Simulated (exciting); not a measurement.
# In3Sb (Pm-3m) in exciting: reference runs

How does In3Sb come out in PBEsol? The cell is run as given.

Everything below comes from runs of exciting (release sodium). Logs are shortened: lines on timing, memory, paths and dates and some standing lists are left out, and cuts for length are marked.

**1. Starting point**

It takes space group Pm-3m (No. 221, cubic). Conventional cell: a = 4.837 Å, b = 4.837 Å, c = 4.837 Å, α = 90.00°, β = 90.00°, γ = 90.00°. Sb (site symmetry m-3m) is surrounded by 12 In at 3.42 Å. In (site symmetry 4/mmm) is surrounded by 4 Sb at 3.42 Å and 8 In at 3.42 Å.

The cell comes from a database or a generator and needn't be the stable form of this composition.

**2. Single point, PBEsol**

input.xml

```xml
<input>
  <title>In3Sb</title>
  <structure speciespath="./" tshift="false">
    <crystal scale="1">
      <basevect>9.140533455222 0.000000000000 0.000000000000</basevect>
      <basevect>0.000000000000 9.140533455222 0.000000000000</basevect>
      <basevect>0.000000000000 0.000000000000 9.140533455222</basevect>
    </crystal>
    <species speciesfile="Sb.xml" rmt="2.3">
      <atom coord="0.000000000000 0.000000000000 0.000000000000"/>
    </species>
    <species speciesfile="In.xml" rmt="2.3">
      <atom coord="0.000000000000 0.500000000000 0.500000000000"/>
      <atom coord="0.500000000000 0.000000000000 0.500000000000"/>
      <atom coord="0.500000000000 0.500000000000 0.000000000000"/>
    </species>
  </structure>
  <groundstate do="fromscratch" ngridk="6 6 6" rgkmax="9" gmaxvr="14" lmaxapw="10" lmaxmat="10" lmaxvr="8" xctype="GGA_PBE_SOL" stype="Fermi Dirac" swidth="0.00183747" nempty="14" ValenceRelativity="iora*" epsengy="1e-05" epspot="1e-05" maxscl="60" tforce="true" outputlevel="normal"/>
</input>
```

Potentials or basis: all-electron LAPW+lo, shipped species files, valence relativity iora*.

Started as:

```
$ OMP_NUM_THREADS=1 exciting_smp
```

INFO.OUT:

```text
================================================================================
EXCITING SODIUM started
[... 10 lines left out ...]

 Lattice vectors (cartesian) :
      9.1405334552      0.0000000000      0.0000000000
      0.0000000000      9.1405334552      0.0000000000
      0.0000000000      0.0000000000      9.1405334552

 Reciprocal lattice vectors (cartesian) :
      0.6873980975      0.0000000000      0.0000000000
      0.0000000000      0.6873980975      0.0000000000
      0.0000000000      0.0000000000      0.6873980975

 Unit cell volume                           :     763.6856457108
 Brillouin zone volume                      :       0.3248066987

 Species :    1 (Sb)
     parameters loaded from                 :    Sb.xml
     name                                   :    antimony
     nuclear charge                         :     -51.00000000
     electronic charge                      :      51.00000000
     atomic mass                            :  221954.90190000
     muffin-tin radius                      :       2.30000000
     # of radial points in muffin-tin       :     400

     atomic positions (lattice) :
       1 :   0.00000000  0.00000000  0.00000000

 Species :    2 (In)
     parameters loaded from                 :    In.xml
     name                                   :    indium
     nuclear charge                         :     -49.00000000
     electronic charge                      :      49.00000000
     atomic mass                            :  209300.41010000
     muffin-tin radius                      :       2.30000000
     # of radial points in muffin-tin       :     400

     atomic positions (lattice) :
       1 :   0.00000000  0.50000000  0.50000000
       2 :   0.50000000  0.00000000  0.50000000
       3 :   0.50000000  0.50000000  0.00000000

 Total number of atoms per unit cell        :       4

 Spin treatment                             :    spin-unpolarised

 Number of Bravais lattice symmetries       :      48
 Number of crystal symmetries               :      48

 k-point grid                               :       6    6    6
 Total number of k-points                   :      20
 k-point set is reduced with crystal symmetries

 R^MT_min * |G+k|_max (rgkmax)              :       9.00000000
 Species with R^MT_min                      :       1 (Sb)
 Maximum |G+k| for APW functions            :       3.91304348
 Maximum |G| for potential and density      :      14.00000000

 G-vector grid sizes                        :      45    45    45
 Total number of G-vectors                  :   35513

 Maximum angular momentum used for
     APW functions                          :      10
     computing H and O matrix elements      :      10
     potential and density                  :       8
     inner part of muffin-tin               :       2

 Total nuclear charge                       :    -198.00000000
 Total electronic charge                    :     198.00000000
 Total core charge                          :     126.00000000
 Total valence charge                       :      72.00000000

 Number of empty states                     :      14
 Total number of valence states             :      51

 Maximum Hamiltonian size                   :     869
 Maximum number of plane-waves              :     804
 Total number of local-orbitals             :      65

 Exchange-correlation type                  :      22
     PBEsol, Phys. Rev. Lett. 100, 136406 (2008)
     Generalised gradient approximation (GGA)

[... 20 lines left out ...]
+ SCF iteration number :    1                                                  +
++++++++++++++++++++++++++++++++++++++++++++++++++++++++++++++++++++++++++++++++
 Total energy                               :    -24112.40601862
 _______________________________________________________________
 Fermi energy                               :         0.22250912
 Kinetic energy                             :     25377.37802118
 Coulomb energy                             :    -48850.16360293
 Exchange energy                            :      -627.57846702
 Correlation energy                         :       -12.04196985

 DOS at Fermi energy (states/Ha/cell)       :        53.99349299

 Electron charges :
     core                                   :       126.00000000
     core leakage                           :         0.00593736
     valence                                :        72.00000000
     interstitial                           :        10.04194453
     charge in muffin-tin spheres :
                  atom     1    Sb          :        48.17205999
                  atom     2    In          :        46.59533183
                  atom     3    In          :        46.59533183
                  atom     4    In          :        46.59533183
     total charge in muffin-tins            :       187.95805547
     total charge                           :       198.00000000

++++++++++++++++++++++++++++++++++++++++++++++++++++++++++++++++++++++++++++++++
+ SCF iteration number :    2                                                  +
++++++++++++++++++++++++++++++++++++++++++++++++++++++++++++++++++++++++++++++++
 Total energy                               :    -24117.46106614
 _______________________________________________________________
 Fermi energy                               :         0.22119041
 Kinetic energy                             :     25374.37984749
 Coulomb energy                             :    -48852.11699362
 Exchange energy                            :      -627.68011404
 Correlation energy                         :       -12.04380596

 DOS at Fermi energy (states/Ha/cell)       :        55.11757525

 Electron charges :
     core                                   :       126.00000000
     core leakage                           :         0.00590978
     valence                                :        72.00000000
     interstitial                           :        10.02782561
     charge in muffin-tin spheres :
                  atom     1    Sb          :        48.09303648
                  atom     2    In          :        46.62637930
                  atom     3    In          :        46.62637930
                  atom     4    In          :        46.62637930
     total charge in muffin-tins            :       187.97217439
     total charge                           :       198.00000000
[... 502 lines left out ...]
++++++++++++++++++++++++++++++++++++++++++++++++++++++++++++++++++++++++++++++++
+ SCF iteration number :   19                                                  +
++++++++++++++++++++++++++++++++++++++++++++++++++++++++++++++++++++++++++++++++
 Total energy                               :    -24122.62022136
 _______________________________________________________________
 Fermi energy                               :         0.21366599
 Kinetic energy                             :     25370.17915619
 Coulomb energy                             :    -48852.99989938
 Exchange energy                            :      -627.75465190
 Correlation energy                         :       -12.04482626

 DOS at Fermi energy (states/Ha/cell)       :        54.36963542

 Electron charges :
     core                                   :       126.00000000
     core leakage                           :         0.00585084
     valence                                :        72.00000000
     interstitial                           :         9.98204014
     charge in muffin-tin spheres :
                  atom     1    Sb          :        48.09220987
                  atom     2    In          :        46.64191666
                  atom     3    In          :        46.64191666
                  atom     4    In          :        46.64191666
     total charge in muffin-tins            :       188.01795986
     total charge                           :       198.00000000

 RMS change in effective potential (target) :  0.605063E-09  ( 0.100000E-04)
 Absolute change in total energy   (target) :  0.186311E-05  ( 0.100000E-04)
 Charge distance                   (target) :  0.481059E-09  ( 0.100000E-04)
 Abs. change in max-nonIBS-force   (target) :   0.00000      ( 0.500000E-04)

++++++++++++++++++++++++++++++++++++++++++++++++++++++++++++++++++++++++++++++++
| Convergency criteria checked for the last 2 iterations                       +
| Convergence targets achieved. Performing final SCF iteration                 +
++++++++++++++++++++++++++++++++++++++++++++++++++++++++++++++++++++++++++++++++
 Total energy                               :    -24122.62022218
 _______________________________________________________________
 Fermi energy                               :         0.21366599
 Kinetic energy                             :     25370.17915589
 Coulomb energy                             :    -48852.99989987
 Exchange energy                            :      -627.75465193
 Correlation energy                         :       -12.04482626

 DOS at Fermi energy (states/Ha/cell)       :        54.36963366

 Electron charges :
     core                                   :       126.00000000
     core leakage                           :         0.00585084
     valence                                :        72.00000000
     interstitial                           :         9.98204014
     charge in muffin-tin spheres :
                  atom     1    Sb          :        48.09220988
                  atom     2    In          :        46.64191666
                  atom     3    In          :        46.64191666
                  atom     4    In          :        46.64191666
     total charge in muffin-tins            :       188.01795986
     total charge                           :       198.00000000

++++++++++++++++++++++++++++++++++++++++++++++++++++++++++++++++++++++++++++++++
+ Self-consistent loop stopped                                                 +
++++++++++++++++++++++++++++++++++++++++++++++++++++++++++++++++++++++++++++++++
 STATE.OUT is written

--------------------------------------------------------------------------------
- Writing atomic positions and forces                                          -
--------------------------------------------------------------------------------

 Atomic positions (lattice) :
 atom     1  Sb  :     0.00000000    0.00000000    0.00000000
 atom     2  In  :     0.00000000    0.50000000    0.50000000
 atom     3  In  :     0.50000000    0.00000000    0.50000000
 atom     4  In  :     0.50000000    0.50000000    0.00000000

 Total atomic forces including IBS (cartesian) :
 atom     1  Sb  :     0.00000000   -0.00000000    0.00000000
 atom     2  In  :    -0.00000000   -0.00000000    0.00000000
 atom     3  In  :    -0.00000000   -0.00000000    0.00000000
 atom     4  In  :     0.00000000    0.00000000    0.00000000

 Atomic force components including IBS (cartesian) :
 atom     1  Sb  :     0.00000000    0.00000000    0.00000000   HF force
                 :     0.00000000   -0.00000000    0.00000000   core correction
                 :     0.00000000    0.00000000    0.00000000   IBS correction
 atom     2  In  :    -0.00000000   -0.00000000    0.00000000   HF force
                 :     0.00000000    0.00000000    0.00000000   core correction
                 :     0.00000000    0.00000000    0.00000000   IBS correction
 atom     3  In  :     0.00000000    0.00000000    0.00000000   HF force
                 :    -0.00000000   -0.00000000    0.00000000   core correction
                 :    -0.00000000    0.00000000    0.00000000   IBS correction
 atom     4  In  :     0.00000000    0.00000000    0.00000000   HF force
                 :    -0.00000000   -0.00000000    0.00000000   core correction
                 :     0.00000000    0.00000000    0.00000000   IBS correction

********************************************************************************
[... 7 lines left out ...]
| EXCITING SODIUM stopped                                                      =
================================================================================
```

It took 5 min on 1 thread of Intel Xeon 6975P-C (Granite Rapids), shared host; peak memory 0.24 GiB.

Results:

```yaml
Free_energy: -656409.9527 eV
Band_gap_on_the_k_mesh: none (metal or under the smearing width)
All_electrons_inside_the_program's_atomic_spheres: Sb 48.09; In 46.64 (radii Sb 2.3, In 2.3 bohr)
```

Caveat: the log's total energy holds no entropy term; the free energy is that total less TS from the occupations.
